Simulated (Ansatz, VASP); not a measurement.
MgO in VASP and in Ansatz

The input INCAR:

```
PREC     = Accurate       # precision mode
ENCUT    = 520            # plane-wave cutoff, eV
EDIFF    = 1E-6           # SCF threshold, eV
ISMEAR   = 0              # smearing method
SIGMA    = 0.05           # smearing width, eV
LREAL    = F              # projectors in reciprocal space
LASPH    = T              # aspherical terms in the spheres
NELM     = 100            # most SCF steps
ALGO     = Normal         # electronic algorithm
ISIF     = 2              # what is computed and relaxed
LWAVE    = F              # write WAVECAR
LCHARG   = T              # write CHGCAR
GGA      = PS             # functional
LELF     = T              # ELF
LVHAR    = T            
NBANDS   = 16             # bands
```

Contents of KPOINTS:

```
regular mesh
0
Gamma
  9 9 6
```

Contents of POSCAR:

```
MgO
1.0
    3.4947663863      0.0000000000      0.0000000000
   -1.7473831932      3.0265564708      0.0000000000
    0.0000000000      0.0000000000      4.1947132299
Mg O
2 2
Direct
    0.6505427316      0.3010854632      0.7500000000
    0.3494572684      0.6989145368      0.2500000000
    0.6785385383      0.3570770766      0.2500000000
    0.3214614617      0.6429229234      0.7500000000
```

Input for Ansatz:

```yaml
crystal:
  lattice:
    - [3.4947663863, 0.0, 0.0]
    - [-1.7473831932, 3.0265564708, 0.0]
    - [0.0, 0.0, 4.1947132299]
  atoms:
    - { symbol: Mg, position: [0.6505427316, 0.3010854632, 0.75] }
    - { symbol: Mg, position: [0.3494572684, 0.6989145368, 0.25] }
    - { symbol: O, position: [0.6785385383, 0.3570770766, 0.25] }
    - { symbol: O, position: [0.3214614617, 0.6429229234, 0.75] }
basis:
  ecutwfc: 520.0
kpoints:
  mp_grid: { grid: [9, 9, 6] }
hamiltonian:
  xc: pbesol
  pseudopotentials: { kind: paw, azcp: { folder: soft_1 } }
scf:
  occupations: { method: gaussian, width: 0.05 }
output:
  forces: true
  stress: true
  eigenvalues: true
```

Change from the starting cell: mode 5 frozen in at -0.098 Å, strain +e along z and -e/2 along x and y +0.0000.

Alike in both runs: task single point; functional PBEsol; k mesh 9 × 9 × 6; occupations gaussian, width 0.05 eV; no spin polarisation.

|  | VASP | Ansatz |
| --- | --- | --- |
| version | VASP 6.6.1 | Ansatz 0.2.0 |
| potentials or method | VASP PAW PBE potentials, release 64 (Mg, O) | scalar-relativistic, plane waves, PAW |
| plane-wave cutoff (eV) | 520 | 520 |
| valence electrons in the cell | 16 | 32 |

|  | VASP | Ansatz | Ansatz less VASP |
| --- | --- | --- | --- |
| gap on the k mesh at the Fermi level (eV) | 3.21 | 3.22 | +0.009 |
| least direct gap on the mesh (eV) | 3.21 | 3.22 | +0.009 |
| pressure (GPa) | -0.3 | 0.1 | +0.42 |
| largest component of the traceless stress (GPa) | 0.82 | 0.84 | +0.026 |
| rms of the force components (eV/Å) | 0.359 | 0.355 | -0.0044 |

Atom by atom the forces differ by 0.004 eV/Å (rms over components). The two sets of potentials don't hold the same shells in valence. Ansatz warned: «pseudo_functional_mismatch».

Caveats: the PAW data sets were made with another functional, which shifts forces and pressure a little (VASP).
